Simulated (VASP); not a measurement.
# BN: single point with PBE0(alpha)

BN:

```xyz
2
Lattice="0.0000 1.8130 1.8130 1.8130 0.0000 1.8130 1.8130 1.8130 0.0000" Properties=species:S:1:pos:R:3 pbc="T T T"
N     0.9065    0.9065    0.9065
B     0.0000    0.0000    0.0000
```

The cell is a database's computed one.

```
Program             : VASP 6.6.1
Task                : single point
Functional          : PBE0(alpha)
Potentials or basis : VASP PAW PBE potentials, release 64 (N, B)
Cutoff              : 520 eV
k mesh              : 7 × 7 × 7
Occupations         : fermi-dirac, width 0.05 eV
Spin                : no spin polarisation
```

- Pressure: -7.3 GPa
- Band gap on the k mesh: 6.37 eV, indirect (least direct gap 10.77 eV)

Levels at points of the mesh, in eV from the valence-band top:
| k point | band 1 | band 2 | band 3 | band 4 | band 5 | band 6 | band 7 | band 8 |
| --- | --- | --- | --- | --- | --- | --- | --- | --- |
| (0.00, 0.00, 0.00) | -21.66 | 0.00 | 0.00 | 0.00 | 10.77 | 10.77 | 10.77 | 12.24 |

Run time: 100 s on 1 thread of AMD EPYC 9R45 (Zen 5), with other jobs on the host, peak memory 0.09 GiB.

Caveat: the k mesh is coarse (spacing up to 0.43 Å⁻¹), so the values aren't converged, least of all with exact exchange; the PAW data sets were made with another functional, which shifts forces and pressure a little; an odd mesh through Γ misses points on the zone boundary, where band edges often lie.
